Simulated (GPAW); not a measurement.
# InP (F-43m) in GPAW: notebook, part 2 of 2

GPAW 26.7.0.

### 3 Relaxation of cell and atoms, PBEsol+D4

run.py

```python
from ase import Atoms
from ase.calculators.mixing import SumCalculator
from ase.filters import FrechetCellFilter
from ase.io import write
from ase.optimize import BFGS
from dftd4.ase import DFTD4
from gpaw import GPAW, PW, setup_paths

setup_paths.insert(0, '.')

atoms = Atoms(['In', 'P'],
              cell=[[0.0, 2.9305, 2.9305],
                    [2.9305, 0.0, 2.9305],
                    [2.9305, 2.9305, 0.0]],
              scaled_positions=[[0.0, 0.0, 0.0],
                                [0.75, 0.75, 0.75]],
              pbc=True)

calc = GPAW(mode=PW(600),
            xc='PBEsol',
            kpts={'size': (8, 8, 8), 'gamma': True},
            occupations={'name': 'fermi-dirac', 'width': 0.05},
            nbands=18,
            convergence={'density': 1e-05, 'forces': 0.0001},
            maxiter=150,
            txt='gpaw.txt')
atoms.calc = SumCalculator([calc, DFTD4(method='pbesol')])
opt = BFGS(FrechetCellFilter(atoms), trajectory='relax.traj', logfile='-')
done = opt.run(fmax=0.02, steps=60)
calc.write('gs.gpw')
write('result.traj', atoms)
print('Converged:', done)
print('Cell:', atoms.cell.cellpar().round(4))
print('Volume:', round(atoms.get_volume(), 4))
print(atoms.get_scaled_positions().round(5))
```

Potentials or basis: PAW data sets generated in the run's folder for this functional, pw.

Run with:

```sh
> gpaw-setup -f PBEsol In P
> OMP_NUM_THREADS=1 python run.py
```

gpaw.txt:

```text
__  _  _
 | _ |_)|_||  |
 |__||  | ||/\| - 26.7.0

Input parameters:
  mode=PW(ecut=600.0),
  convergence={'density': 1e-05, 'forces': 0.0001},
  kpts=MonkhorstPack(size=(8, 8, 8), gamma=True),
  maxiter=150,
  nbands=18,
  occupations=Occupations(name='fermi-dirac', width=0.05),
  xc=XC(name='PBEsol')

Diagonalizing LCAO Hamiltonian
Converting LCAO to pw mode

                     P

       In

Atoms  # Å, Bohr magnetons
|   | symbol |        x |        y |        z |    initial magnetic moments |
|---|--------|----------|----------|----------|-----------------------------|
| 0 |     In | 0.000000 | 0.000000 | 0.000000 | ( 0.0000,  0.0000,  0.0000) |
| 1 |      P | 4.395750 | 4.395750 | 4.395750 | ( 0.0000,  0.0000,  0.0000) |

Unit cell  # Å
[... 473 lines left out ...]
|  0.00000 |  0.00000 |  0.00000 |  # In   0
| -0.00000 | -0.00000 | -0.00000 |  # P    1

Interpolating wave functions to new cell

                     P

       In

Atoms  # Å, Bohr magnetons
|   | symbol |        x |        y |        z |    initial magnetic moments |
|---|--------|----------|----------|----------|-----------------------------|
| 0 |     In | 0.000000 | 0.000000 | 0.000000 | ( 0.0000,  0.0000,  0.0000) |
| 1 |      P | 4.377848 | 4.377848 | 4.377848 | ( 0.0000,  0.0000,  0.0000) |

Unit cell  # Å
| periodic |        x |        y |        z |  lengths |    angles |
|----------|----------|----------|----------|----------|-----------|
|      yes | 0.000001 | 2.918565 | 2.918565 | 4.127475 | 59.999983 |
|      yes | 2.918565 | 0.000001 | 2.918565 | 4.127475 | 59.999983 |
|      yes | 2.918565 | 2.918565 | 0.000001 | 4.127475 | 59.999983 |

Number of symmetries: 6
Symmetry operations  # r_c * U_cc + t_c -> r_c
|   | kind |            matrix            |
|---|------|------------------------------|
| 0 |  E   |  1, 0, 0,  0, 1, 0,  0, 0, 1 |
| 1 |  σ   |  1, 0, 0,  0, 0, 1,  0, 1, 0 |
| 2 |  σ   |  0, 1, 0,  1, 0, 0,  0, 0, 1 |
| 3 |  C3  |  0, 1, 0,  0, 0, 1,  1, 0, 0 |
| 4 |  C3  |  0, 0, 1,  1, 0, 0,  0, 1, 0 |
| 5 |  σ   |  0, 0, 1,  0, 1, 0,  1, 0, 0 |
[... 192 lines left out ...]
Stress tensor  # eV/Ang^3
|         x |         y |         z |
|-----------|-----------|-----------|
| -0.007705 | -0.000000 | -0.000000 |
| -0.000000 | -0.007705 | -0.000000 |
| -0.000000 | -0.000000 | -0.007705 |

Forces  # eV/Ang
|        x |        y |        z |
|----------|----------|----------|
| -0.00000 | -0.00000 | -0.00000 |  # In   0
|  0.00000 |  0.00000 |  0.00000 |  # P    1

# Writing to gs.gpw (mode='')
```

It took 91 s on 1 thread of Intel Xeon Platinum 8488C (Sapphire Rapids), shared host; peak memory 0.25 GiB.

Results:

```yaml
Free_energy: -9.7791 eV
Relaxed_volume: 24.86 Å³/atom
Relaxed_cell: a = 4.127 Å, b = 4.127 Å, c = 4.127 Å, α = 60.00°, β = 60.00°, γ = 60.00°
Space_group_after_relaxing_to_0.05_Å: F-43m (No. 216)
Energy_gained_by_relaxing: 0.7 meV/atom
Ionic_steps: 3
Pressure_after_relaxing: 0.0 GPa
Band_gap_on_the_k_mesh: 0.68 eV, direct
Dispersion_energy_per_atom: -0.200 eV
```

The path:
| step | energy change (eV) | largest force (eV/Å) | pressure (GPa) | volume (Å³) |
| --- | --- | --- | --- | --- |
| 1 | 0.0000 | 0.0000 | -0.84 | 50.33 |
| 2 | -0.0006 | 0.0000 | -0.65 | 50.19 |
| 3 | -0.0014 | 0.0000 | 0.01 | 49.72 |

Final structure:
```yaml
crystal:
  lattice:
    - [0.00000, 2.91857, 2.91857]
    - [2.91857, 0.00000, 2.91857]
    - [2.91857, 2.91857, 0.00000]
  atoms:
    - { symbol: In, position: [0.00000, 0.00000, 0.00000] }
    - { symbol: P, position: [0.75000, 0.75000, 0.75000] }
```

Caveat: later steps reuse the first step's grids; spin-orbit coupling is left out, which moves the levels of the heavy elements.

### 4 Single point, PBE

run.py

```python
from ase import Atoms
from ase.dft.bandgap import bandgap
from ase.io import write
from ase.units import GPa
from gpaw import GPAW, PW

atoms = Atoms(['In', 'P'],
              cell=[[0.0, 2.9305, 2.9305],
                    [2.9305, 0.0, 2.9305],
                    [2.9305, 2.9305, 0.0]],
              scaled_positions=[[0.0, 0.0, 0.0],
                                [0.75, 0.75, 0.75]],
              pbc=True)

calc = GPAW(mode=PW(450),
            xc='PBE',
            kpts={'size': (6, 6, 6), 'gamma': True},
            occupations={'name': 'fermi-dirac', 'width': 0.05},
            nbands=18,
            maxiter=120,
            txt='gpaw.txt')
atoms.calc = calc
energy = atoms.get_potential_energy()
forces = atoms.get_forces()
stress = atoms.get_stress()
calc.write('gs.gpw')
write('result.traj', atoms)
print(f'Energy: {energy:.6f} eV')
print('Forces (eV/A):')
print(forces.round(4))
print('Stress (GPa):', (stress / GPa).round(3))
print('Fermi level:', round(calc.get_fermi_level(), 4), 'eV')
print(f'Gap: {bandgap(calc)[0]:.4f} eV, direct: {bandgap(calc, direct=True)[0]:.4f} eV')
```

Potentials or basis: GPAW PAW data sets (gpaw-data 1.2.1), pw.

Run with:

```sh
> OMP_NUM_THREADS=1 python run.py
```

Run time: 7.7 s. Hardware: 1 thread of Intel Xeon 6975P-C (Granite Rapids), shared host; peak memory 0.14 GiB.

It converged, with:

* Free energy: -8.5472 eV
* Pressure: 2.0 GPa
* Band gap on the k mesh: 0.71 eV, direct

Levels at points of the mesh, in eV from the valence-band top:
```tsv
k point	band 6	band 7	band 8	band 9	band 10	band 11	band 12	band 13
(0.00, 0.00, 0.00)	-11.52	0.00	0.00	0.00	0.71	4.06	4.06	4.06
(0.50, 0.50, 0.00)	-9.14	-5.75	-2.34	-2.34	1.76	2.27	9.21	9.56
(0.50, 0.50, 0.50)	-9.79	-5.74	-0.98	-0.98	1.50	4.79	4.79	7.10
```

Caveat: the cutoff is short for stress and forces, so pressures can be off by a GPa or more; spin-orbit coupling is left out, which moves the levels of the heavy elements.

### 5 Relaxation of cell and atoms, PBEsol

run.py

```python
from ase import Atoms
from ase.filters import FrechetCellFilter
from ase.io import write
from ase.optimize import BFGS
from gpaw import GPAW, PW, setup_paths

setup_paths.insert(0, '.')

atoms = Atoms(['In', 'P'],
              cell=[[0.0, 2.9305, 2.9305],
                    [2.9305, 0.0, 2.9305],
                    [2.9305, 2.9305, 0.0]],
              scaled_positions=[[0.0, 0.0, 0.0],
                                [0.75, 0.75, 0.75]],
              pbc=True)

calc = GPAW(mode=PW(600),
            xc='PBEsol',
            kpts={'size': (8, 8, 8), 'gamma': True},
            occupations={'name': 'fermi-dirac', 'width': 0.05},
            nbands=18,
            convergence={'density': 1e-05, 'forces': 0.0001},
            maxiter=150,
            txt='gpaw.txt')
atoms.calc = calc
opt = BFGS(FrechetCellFilter(atoms), trajectory='relax.traj', logfile='-')
done = opt.run(fmax=0.02, steps=60)
calc.write('gs.gpw')
write('result.traj', atoms)
print('Converged:', done)
print('Cell:', atoms.cell.cellpar().round(4))
print('Volume:', round(atoms.get_volume(), 4))
print(atoms.get_scaled_positions().round(5))
```

Potentials or basis: PAW data sets generated in the run's folder for this functional, pw.

Run with:

```sh
> gpaw-setup -f PBEsol In P
> OMP_NUM_THREADS=1 python run.py
```

Wall time 23 s (1 thread of Intel Xeon 6975P-C (Granite Rapids), shared host); peak memory 0.19 GiB.

It converged, with:

```yaml
Free_energy: -9.3819 eV
Relaxed_volume: 25.30 Å³/atom
Relaxed_cell: a = 4.152 Å, b = 4.152 Å, c = 4.152 Å, α = 60.00°, β = 60.00°, γ = 60.00°
Space_group_after_relaxing_to_0.05_Å: F-43m (No. 216)
Energy_gained_by_relaxing: 0.2 meV/atom
Ionic_steps: 3
Pressure_after_relaxing: 0.0 GPa
Band_gap_on_the_k_mesh: 0.58 eV, direct
```

The path:
| step | energy change (eV) | largest force (eV/Å) | pressure (GPa) | volume (Å³) |
| --- | --- | --- | --- | --- |
| 1 | 0.0000 | 0.0000 | 0.36 | 50.33 |
| 2 | -0.0002 | 0.0000 | 0.28 | 50.39 |
| 3 | -0.0004 | 0.0000 | 0.00 | 50.60 |

Final structure:
```cif
data_structure
_symmetry_space_group_name_H-M 'P 1'
_symmetry_Int_Tables_number 1
_cell_length_a 4.1516
_cell_length_b 4.1516
_cell_length_c 4.1516
_cell_angle_alpha 60.000
_cell_angle_beta 60.000
_cell_angle_gamma 60.000
_cell_volume 50.60
loop_
_atom_site_label
_atom_site_type_symbol
_atom_site_fract_x
_atom_site_fract_y
_atom_site_fract_z
_atom_site_occupancy
In1 In 0.00000 0.00000 0.00000 1
P1 P 0.75000 0.75000 0.75000 1
```

Levels at points of the mesh, in eV from the valence-band top:
```
           k point  band 6  band 7  band 8  band 9  band 10  band 11  band 12  band 13
(0.00, 0.00, 0.00)  -11.51    0.00    0.00    0.00     0.58     3.99     3.99     3.99
(0.50, 0.50, 0.00)   -9.12   -5.79   -2.35   -2.35     1.64     2.17     9.06     9.46
(0.50, 0.50, 0.50)   -9.78   -5.77   -0.99   -0.99     1.39     4.72     4.72     6.94
```

Caveat: later steps reuse the first step's grids; spin-orbit coupling is left out, which moves the levels of the heavy elements.

### 6 The runs side by side

| task | level | potentials or basis | cell | k mesh | cutoff (eV) | maxiter | optimizer | fmax | max steps | convergence | gap on the mesh (eV) | pressure (GPa) | relaxed volume (Å³/atom) |
| --- | --- | --- | --- | --- | --- | --- | --- | --- | --- | --- | --- | --- | --- |
| relaxation of cell and atoms | PBEsol+D3(BJ)+ATM | PAW data sets generated in the run's folder for this functional, pw | relaxed | 8 × 8 × 8 | 600 | 150 | BFGS | 0.02 eV/Å | 60 | density=1e-05 forces=0.0001 | 0.72 | 0.0 | 24.67 |
| relaxation of cell and atoms | PBEsol+D4 | PAW data sets generated in the run's folder for this functional, pw | relaxed | 8 × 8 × 8 | 600 | 150 | BFGS | 0.02 eV/Å | 60 | density=1e-05 forces=0.0001 | 0.68 | 0.0 | 24.86 |
| single point | PBE | GPAW PAW data sets (gpaw-data 1.2.1), pw | as given | 6 × 6 × 6 | 450 | 120 | - | - | - | default | 0.71 | 2.0 | - |
| relaxation of cell and atoms | PBEsol | PAW data sets generated in the run's folder for this functional, pw | relaxed | 8 × 8 × 8 | 600 | 150 | BFGS | 0.02 eV/Å | 60 | density=1e-05 forces=0.0001 | 0.58 | 0.0 | 25.30 |

Alike in all rows: no spin polarisation; smearing fermi-dirac 0.05 eV.

Caveats: spin-orbit coupling is left out, which moves the levels of the heavy elements; later steps reuse the first step's grids (some runs); the cutoff is short for stress and forces, so pressures can be off by a GPa or more (some runs).

Total energies depend on the potentials used, so only differences within one code and one set of settings carry meaning.

### 7 How close it comes

Step 4. Against the measured gap of InP, 1.4236 eV (direct; 1.6 K; a printed reference work, data compilation), the calculated 0.71 eV is off by -0.72 eV. Spin-orbit coupling on In is left out. The value is that of PBE, without temperature or zero-point motion. Semilocal functionals fall short of measured gaps as a rule.
